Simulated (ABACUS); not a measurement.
## V: equation of state with r2SCAN

Crystal: V.

```xyz
1
Lattice="-1.5144 1.5144 1.5144 1.5144 -1.5144 1.5144 1.5144 1.5144 -1.5144" Properties=species:S:1:pos:R:3 pbc="T T T"
V     0.0000    0.0000    0.0000
```

```
Program             : ABACUS 3.10.1
Task                : equation of state
Functional          : r2SCAN
Potentials or basis : SG15 ONCV 1.2 PBE
Cutoff              : 1361 eV
Density cutoff      : 5442 eV
Basis               : DZP LCAO (the cutoffs set its grid)
k mesh              : 9 × 9 × 9
Occupations         : fermi-dirac, width 0.05 eV
Spin                : collinear spin, ferromagnetic start
Starting moments    : [2.0] μB
```

| Item | Value |
| --- | --- |
| Equilibrium volume | 13.30 Å³/atom (rough: see the caveat) |
| Bulk modulus | 261 GPa (rough) |

Energy against volume, from the lowest point:
| volume (Å³/atom) | energy (meV/atom) |
| --- | --- |
| 13.058 | 0.00 |
| 13.613 | 1.22 |
| 14.169 | 28.30 |
| 14.725 | 64.16 |

All runs of the series together: 3.6 min on 4 threads of Intel(R) Xeon(R) Platinum 8488C (Sapphire Rapids) (shared host).

Caveat: the atomic orbitals were generated for these runs and aren't a published set; the fit is doubtful: noisy points or a state that changes with volume; the potentials were made for another functional, which shifts forces and pressure; the basis of atomic orbitals isn't converged, which shifts pressures, moduli and gaps.
